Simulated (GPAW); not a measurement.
# In (Im-3m) in GPAW: convergence with k mesh

Aim: find how far k mesh must go before the results for In settle, at PBE. This setting moves, with any that are tied to it; all else stays.

Program: GPAW 26.7.0. These are calculated values, not measurements. Logs are shortened: lines on timing, memory, paths and dates and some standing lists are left out, and cuts for length are marked. The log counts tension as positive stress, the text compression.

### 1 Starting point

The structure is cubic, space group Im-3m (No. 229). Conventional cell: a = 3.765 Å, b = 3.765 Å, c = 3.765 Å, α = 90.00°, β = 90.00°, γ = 90.00°. In (site symmetry m-3m) has 8 In at 3.26 Å as nearest neighbours.

This isn't the form of In at room conditions, which is tetragonal.

### 2 With k mesh 2 × 2 × 2

run.py reads:

```python
from ase.dft.bandgap import bandgap
from ase.io import read, write
from ase.units import GPa
from gpaw import GPAW, PW

atoms = read('POSCAR')

calc = GPAW(mode=PW(600),
            xc='PBE',
            kpts={'size': (2, 2, 2), 'gamma': True},
            occupations={'name': 'fermi-dirac', 'width': 0.05},
            nbands=14,
            convergence={'density': 1e-05, 'energy': 1e-05},
            maxiter=100,
            txt='gpaw.txt')
atoms.calc = calc
energy = atoms.get_potential_energy()
forces = atoms.get_forces()
stress = atoms.get_stress()
calc.write('gs.gpw')
write('result.traj', atoms)
print(f'Energy: {energy:.6f} eV')
print('Forces (eV/A):')
print(forces.round(4))
print('Stress (GPa):', (stress / GPa).round(3))
print('Fermi level:', round(calc.get_fermi_level(), 4), 'eV')
print(f'Gap: {bandgap(calc)[0]:.4f} eV, direct: {bandgap(calc, direct=True)[0]:.4f} eV')
```

POSCAR reads:

```
In
1.0
   -1.8825252400      1.8825252400      1.8825252400
    1.8825252400     -1.8825252400      1.8825252400
    1.8825252400      1.8825252400     -1.8825252400
In
1
Direct
    0.0000000000      0.0000000000      0.0000000000
```

Potentials or basis: GPAW PAW data sets (gpaw-data 1.2.1), pw.

On the command line:

```bash
$ OMP_NUM_THREADS=1 python run.py
```

gpaw.txt:

```text
__  _  _
 | _ |_)|_||  |
 |__||  | ||/\| - 26.7.0

Input parameters:
  mode=PW(ecut=600.0),
  convergence={'density': 1e-05, 'energy': 1e-05},
  kpts=MonkhorstPack(size=(2, 2, 2), gamma=True),
  maxiter=100,
  nbands=14,
  occupations=Occupations(name='fermi-dirac', width=0.05),
  xc=XC(name='PBE')

Diagonalizing LCAO Hamiltonian
Converting LCAO to pw mode

       In

Atoms  # Å, Bohr magnetons
|   | symbol |        x |        y |        z |    initial magnetic moments |
|---|--------|----------|----------|----------|-----------------------------|
| 0 |     In | 0.000000 | 0.000000 | 0.000000 | ( 0.0000,  0.0000,  0.0000) |

Unit cell  # Å
| periodic |         x |         y |         z |  lengths |     angles |
|----------|-----------|-----------|-----------|----------|------------|
|      yes | -1.882525 |  1.882525 |  1.882525 | 3.260629 | 109.471221 |
|      yes |  1.882525 | -1.882525 |  1.882525 | 3.260629 | 109.471221 |
|      yes |  1.882525 |  1.882525 | -1.882525 | 3.260629 | 109.471221 |

Number of symmetries: 48
Symmetry operations  # r_c * U_cc + t_c -> r_c
|    | kind |            matrix            |
|----|------|------------------------------|
|  0 |  σ   |  1, 1, 1,  0, 0,-1,  0,-1, 0 |
|  1 |  C4  |  1, 1, 1,  0, 0,-1, -1, 0, 0 |
|  2 |  C2  |  1, 1, 1,  0,-1, 0,  0, 0,-1 |
|  3 |  S6  |  1, 1, 1,  0,-1, 0, -1, 0, 0 |
|  4 |  S6  |  1, 1, 1, -1, 0, 0,  0, 0,-1 |
|  5 |  C4  |  1, 1, 1, -1, 0, 0,  0,-1, 0 |
|  6 |  E   |  1, 0, 0,  0, 1, 0,  0, 0, 1 |
|  7 |  σ   |  1, 0, 0,  0, 1, 0, -1,-1,-1 |
|  8 |  σ   |  1, 0, 0,  0, 0, 1,  0, 1, 0 |
|  9 |  C3  |  1, 0, 0,  0, 0, 1, -1,-1,-1 |
| 10 |  C3  |  1, 0, 0, -1,-1,-1,  0, 1, 0 |
| 11 |  σ   |  1, 0, 0, -1,-1,-1,  0, 0, 1 |
| 12 |  σ   |  0, 1, 0,  1, 0, 0,  0, 0, 1 |
| 13 |  C2  |  0, 1, 0,  1, 0, 0, -1,-1,-1 |
| 14 |  C3  |  0, 1, 0,  0, 0, 1,  1, 0, 0 |
| 15 |  S4  |  0, 1, 0,  0, 0, 1, -1,-1,-1 |
| 16 |  S4  |  0, 1, 0, -1,-1,-1,  1, 0, 0 |
| 17 |  C3  |  0, 1, 0, -1,-1,-1,  0, 0, 1 |
| 18 |  C3  |  0, 0, 1,  1, 0, 0,  0, 1, 0 |
| 19 |  S4  |  0, 0, 1,  1, 0, 0, -1,-1,-1 |
| 20 |  σ   |  0, 0, 1,  0, 1, 0,  1, 0, 0 |
| 21 |  C3  |  0, 0, 1,  0, 1, 0, -1,-1,-1 |
| 22 |  C2  |  0, 0, 1, -1,-1,-1,  1, 0, 0 |
| 23 |  S4  |  0, 0, 1, -1,-1,-1,  0, 1, 0 |
| 24 |  C4  |  0, 0,-1,  1, 1, 1,  0,-1, 0 |
| 25 |  σ   |  0, 0,-1,  1, 1, 1, -1, 0, 0 |
| 26 |  S6  |  0, 0,-1,  0,-1, 0,  1, 1, 1 |
| 27 |  C2  |  0, 0,-1,  0,-1, 0, -1, 0, 0 |
| 28 |  C4  |  0, 0,-1, -1, 0, 0,  1, 1, 1 |
| 29 |  S6  |  0, 0,-1, -1, 0, 0,  0,-1, 0 |
| 30 |  S6  |  0,-1, 0,  1, 1, 1,  0, 0,-1 |
| 31 |  C4  |  0,-1, 0,  1, 1, 1, -1, 0, 0 |
| 32 |  C4  |  0,-1, 0,  0, 0,-1,  1, 1, 1 |
| 33 |  S6  |  0,-1, 0,  0, 0,-1, -1, 0, 0 |
| 34 |  σ   |  0,-1, 0, -1, 0, 0,  1, 1, 1 |
| 35 |  C2  |  0,-1, 0, -1, 0, 0,  0, 0,-1 |
| 36 |  C2  | -1, 0, 0,  1, 1, 1,  0, 0,-1 |
| 37 |  S6  | -1, 0, 0,  1, 1, 1,  0,-1, 0 |
| 38 |  S6  | -1, 0, 0,  0, 0,-1,  1, 1, 1 |
| 39 |  C2  | -1, 0, 0,  0, 0,-1,  0,-1, 0 |
| 40 |  C2  | -1, 0, 0,  0,-1, 0,  1, 1, 1 |
| 41 |  i   | -1, 0, 0,  0,-1, 0,  0, 0,-1 |
| 42 |  S4  | -1,-1,-1,  1, 0, 0,  0, 1, 0 |
| 43 |  C3  | -1,-1,-1,  1, 0, 0,  0, 0, 1 |
| 44 |  C3  | -1,-1,-1,  0, 1, 0,  1, 0, 0 |
| 45 |  σ   | -1,-1,-1,  0, 1, 0,  0, 0, 1 |
| 46 |  S4  | -1,-1,-1,  0, 0, 1,  1, 0, 0 |
| 47 |  C2  | -1,-1,-1,  0, 0, 1,  0, 1, 0 |

BZ-sampling:
  Number of BZ points: 8
  Number of IBZ points: 3

  Monkhorst-Pack size: [2, 2, 2]
  Monkhorst-Pack shift: [0.25, 0.25, 0.25]

K-points  # in reciprocal-cell coordinates
|   |                                coordinates |     weight |
|---|--------------------------------------------|------------|
| 0 | (  0.00000000,   0.00000000,   0.00000000) | 0.12500000 |
| 1 | (  0.50000000,   0.50000000,   0.00000000) | 0.75000000 |
| 2 | (  0.50000000,   0.50000000,   0.50000000) | 0.12500000 |

Plane wave coefficients: 935
Cutoff: 600.0 eV

Spin-components: 1 (collinear spins)
Bands:           14
Projectors:      6
Spin-degeneracy: 2
Datatype:        complex128

Parallelization:
  kpt:    1
  domain: 1
  band:   1

Density:
  Valence electrons: 13.0
  Components: 1
  Grid points: [20 20 20]
  Charge: 0.0  # |e|

Potential:
  Grid points: [20 20 20]

species:
  In:
    name:    Indium
    Z:       49.0
    valence: 13
    core:    36
    charge:  0.0  # [|e|]
    compensation charges:
      type: gauss
      rc: 0.36  # [Å]
      lmax: 2
    cutoffs:
      filter: 2.09  # [Å]
      core: 2.48  # [Å]
    projectors
    | kind |    occ | energy [eV] | rcut [Å] |
    |------|--------|-------------|----------|
    |   5s |  2.000 |      -8.203 |    1.185 |
    |   5p |  1.000 |      -2.521 |    1.244 |
    |   4d | 10.000 |     -18.629 |    1.148 |
    |    s |        |      19.008 |    1.185 |
    |    p |        |      24.691 |    1.244 |
    |    d |        |       8.583 |    1.148 |

    Using partial waves for In as LCAO basis

Reference energy: -159975.419660  # eV

eigensolver:
  PPCG
  Converge bands: occupied
  niter=2

density mixing:
  MSR1-Mixer
  Pratt-step length: 0.05
  Maximum mixing coefficient: 0.75
  Old densities: 10
  SVD Regularization: 0.005
  Good broyden scale: 1.0
  Trust region scale: 1.0
  Backstep threshold: 4.0
  History deletion threshold: 6.0
  Fourier metric: weight=20.0, sigma=0.015

occupation numbers:
  Fermi-Dirac:
    width: 0.0500  # eV

poisson solver:
  ecut: 4800.0  # eV

xc functional:
[... 9 lines left out ...]
|iter     | |      energy | eigst |  dens |
|---------|-|-------------|-------|-------|
|iter:   1| |   -3.453642 | -0.43 |       |
|iter:   2| |   -3.450790 | -2.45 | -1.59 |
|iter:   3| |   -3.427443 | -2.65 | -1.62 |
|iter:   4| |   -3.427384 | -3.40 | -2.09 |
|iter:   5| |   -3.427619 | -4.38 | -2.81 |
|iter:   6| |   -3.427630 | -5.83 | -3.61 |
|iter:   7| |   -3.427631c| -7.25 | -4.55 |
|iter:   8| |   -3.427631c| -8.12c| -5.18c|

Converged in 8 steps
Energy contributions relative to reference atoms: (reference = -159975.419660)

Energy contributions:
  Kinetic:          12.090049
  Coulomb:         -11.683098
  Zero:              0.156213
  External:          0.000000
  Xc:               -3.973899
  Entropy:          -0.033792
  Spinorbit:         0.000000
  ----------------------------
  Free energy:      -3.444527
  Extrapolated:     -3.427631

dipole moment: (-6.349880, -6.349880, -6.349880)  # |e|*Ang

Fermi level: 3.713
Eigenvalues  # (at kpt = [0.000, 0.000, 0.000])
| band index |      eig [eV] | occ [0-2] |
|------------|---------------|-----------|
|          0 |        -7.783 |     2.000 |
|          1 |        -7.783 |     2.000 |
|          2 |        -7.783 |     2.000 |
|          3 |        -7.517 |     2.000 |
|          4 |        -7.517 |     2.000 |
|          5 |        -2.640 |     2.000 |
|          6 |        17.624 |     0.000 |
|          7 |        17.624 |     0.000 |
|          8 |        17.624 |     0.000 |
|          9 |        19.786 |     0.000 |
|         10 |        19.786 |     0.000 |
|         11 |        19.786 |     0.000 |
|         12 |        21.649 |     0.000 |
|         13 |        21.649 |     0.000 |

No gap
No difference between direct/indirect transitions

Forces  # eV/Ang
|       x |       y |       z |
|---------|---------|---------|
| 0.00000 | 0.00000 | 0.00000 |  # In   0

Stress tensor  # eV/Ang^3
|         x |         y |         z |
|-----------|-----------|-----------|
|  0.005893 |  0.000000 | -0.000000 |
|  0.000000 |  0.005893 | -0.000000 |
| -0.000000 | -0.000000 |  0.005893 |

# Writing to gs.gpw (mode='')
```

It took 3.4 s on 1 thread of Arm Neoverse N1, shared host; peak memory 0.13 GiB.

Results:

| Property | Result |
| --- | --- |
| Free energy | -3.4445 eV |
| Pressure | -0.9 GPa |
| Band gap on the k mesh | none (metal or under the smearing width) |

### 3 With k mesh 3 × 3 × 3

run.py: that of step 2 with these lines changed.

```diff
@@ -9,3 +9,3 @@
             xc='PBE',
-            kpts={'size': (2, 2, 2), 'gamma': True},
+            kpts={'size': (3, 3, 3), 'gamma': True},
             occupations={'name': 'fermi-dirac', 'width': 0.05},
```

POSCAR is that of step 2.

Potentials or basis: GPAW PAW data sets (gpaw-data 1.2.1), pw.

On the command line:

```bash
$ OMP_NUM_THREADS=1 python run.py
```

It took 3.7 s on 1 thread of Arm Neoverse N1, shared host; peak memory 0.13 GiB.

Results:

| Property | Result |
| --- | --- |
| Free energy | -2.5403 eV |
| Pressure | 0.3 GPa |
| Band gap on the k mesh | none (metal or under the smearing width) |

### 4 With k mesh 4 × 4 × 4

run.py: that of step 3 with these lines changed.

```diff
@@ -9,3 +9,3 @@
             xc='PBE',
-            kpts={'size': (3, 3, 3), 'gamma': True},
+            kpts={'size': (4, 4, 4), 'gamma': True},
             occupations={'name': 'fermi-dirac', 'width': 0.05},
```

POSCAR is that of step 3.

On the command line:

```bash
$ OMP_NUM_THREADS=1 python run.py
```

Wall time 4.6 s (1 thread of Arm Neoverse N1, shared host); peak memory 0.13 GiB.

What came out:

```
Free energy            : -2.5827 eV
Pressure               : 1.6 GPa
Band gap on the k mesh : none (metal or under the smearing width)
```

### 5 With k mesh 5 × 5 × 5

run.py: that of step 4 with these lines changed.

```diff
@@ -9,3 +9,3 @@
             xc='PBE',
-            kpts={'size': (4, 4, 4), 'gamma': True},
+            kpts={'size': (5, 5, 5), 'gamma': True},
             occupations={'name': 'fermi-dirac', 'width': 0.05},
```

POSCAR is that of step 4.

On the command line:

```bash
$ OMP_NUM_THREADS=1 python run.py
```

Run time: 5.1 s. Hardware: 1 thread of Arm Neoverse N1, shared host; peak memory 0.13 GiB.

Results (log left out):

```
Free energy            : -2.7445 eV
Pressure               : 0.6 GPa
Band gap on the k mesh : none (metal or under the smearing width)
```

### 6 With k mesh 6 × 6 × 6

run.py: that of step 5 with these lines changed.

```diff
@@ -9,3 +9,3 @@
             xc='PBE',
-            kpts={'size': (5, 5, 5), 'gamma': True},
+            kpts={'size': (6, 6, 6), 'gamma': True},
             occupations={'name': 'fermi-dirac', 'width': 0.05},
```

POSCAR is that of step 5.

Potentials or basis: GPAW PAW data sets (gpaw-data 1.2.1), pw.

On the command line:

```bash
$ OMP_NUM_THREADS=1 python run.py
```

Run time: 6.5 s. Hardware: 1 thread of Arm Neoverse N1, shared host; peak memory 0.13 GiB.

Results (log left out):

```
Free energy            : -2.7954 eV
Pressure               : 0.4 GPa
Band gap on the k mesh : none (metal or under the smearing width)
```

### 7 With k mesh 8 × 8 × 8

run.py: that of step 6 with these lines changed.

```diff
@@ -9,3 +9,3 @@
             xc='PBE',
-            kpts={'size': (6, 6, 6), 'gamma': True},
+            kpts={'size': (8, 8, 8), 'gamma': True},
             occupations={'name': 'fermi-dirac', 'width': 0.05},
```

POSCAR is that of step 6.

On the command line:

```bash
$ OMP_NUM_THREADS=1 python run.py
```

It took 9.7 s on 1 thread of Arm Neoverse N1, shared host; peak memory 0.13 GiB.

It converged, with:

| Property | Result |
| --- | --- |
| Free energy | -2.7380 eV |
| Pressure | 1.3 GPa |
| Band gap on the k mesh | none (metal or under the smearing width) |

### 8 With k mesh 9 × 9 × 9

run.py: that of step 7 with these lines changed.

```diff
@@ -9,3 +9,3 @@
             xc='PBE',
-            kpts={'size': (8, 8, 8), 'gamma': True},
+            kpts={'size': (9, 9, 9), 'gamma': True},
             occupations={'name': 'fermi-dirac', 'width': 0.05},
```

POSCAR is that of step 7.

On the command line:

```bash
$ OMP_NUM_THREADS=1 python run.py
```

Run time: 11 s. Hardware: 1 thread of Arm Neoverse N1, shared host; peak memory 0.14 GiB.

Results (log left out):

```
Free energy            : -2.7659 eV
Pressure               : 1.6 GPa
Band gap on the k mesh : none (metal or under the smearing width)
```

### 9 With k mesh 11 × 11 × 11

run.py: that of step 8 with these lines changed.

```diff
@@ -9,3 +9,3 @@
             xc='PBE',
-            kpts={'size': (9, 9, 9), 'gamma': True},
+            kpts={'size': (11, 11, 11), 'gamma': True},
             occupations={'name': 'fermi-dirac', 'width': 0.05},
```

POSCAR is that of step 8.

Potentials or basis: GPAW PAW data sets (gpaw-data 1.2.1), pw.

On the command line:

```bash
$ OMP_NUM_THREADS=1 python run.py
```

It took 16 s on 1 thread of Arm Neoverse N1, shared host; peak memory 0.14 GiB.

Results (log left out):

```
Free energy            : -2.7692 eV
Pressure               : 1.2 GPa
Band gap on the k mesh : none (metal or under the smearing width)
```

### 10 With k mesh 13 × 13 × 13

run.py: that of step 9 with these lines changed.

```diff
@@ -9,3 +9,3 @@
             xc='PBE',
-            kpts={'size': (11, 11, 11), 'gamma': True},
+            kpts={'size': (13, 13, 13), 'gamma': True},
             occupations={'name': 'fermi-dirac', 'width': 0.05},
```

POSCAR is that of step 9.

On the command line:

```bash
$ OMP_NUM_THREADS=1 python run.py
```

It took 23 s on 1 thread of Arm Neoverse N1, shared host; peak memory 0.15 GiB.

The run converged. Its results:

- Free energy: -2.7691 eV
- Pressure: 1.1 GPa
- Band gap on the k mesh: none (metal or under the smearing width)

### 11 Result

| k mesh | energy less the tightest run, at zero smearing (meV/atom) | pressure (GPa) | SCF cycles | CPU time (s) | peak memory (GiB) |
| --- | --- | --- | --- | --- | --- |
| 2 × 2 × 2 | -660.48 | -0.94 | 8 | 3.4 | 0.13 |
| 3 × 3 × 3 | 239.72 | 0.27 | 8 | 3.7 | 0.13 |
| 4 × 4 × 4 | 198.23 | 1.64 | 8 | 4.6 | 0.13 |
| 5 × 5 × 5 | 30.69 | 0.56 | 8 | 5.1 | 0.13 |
| 6 × 6 × 6 | -26.07 | 0.36 | 8 | 6.5 | 0.13 |
| 8 × 8 × 8 | 33.87 | 1.31 | 8 | 9.7 | 0.13 |
| 9 × 9 × 9 | 5.29 | 1.56 | 8 | 11 | 0.14 |
| 11 × 11 × 11 | 0.31 | 1.20 | 8 | 16 | 0.14 |
| 13 × 13 × 13 | 0.00 | 1.11 | 8 | 23 | 0.15 |

Against the tightest run, the energy stays within 1 meV/atom from 11 × 11 × 11 on; the pressure stays within 0.1 GPa from 11 × 11 × 11 on. Meshes of other sizes hit other points, so gaps and Fermi surfaces needn't settle smoothly. The tightest run that finished is the yardstick and may itself not be fully converged.
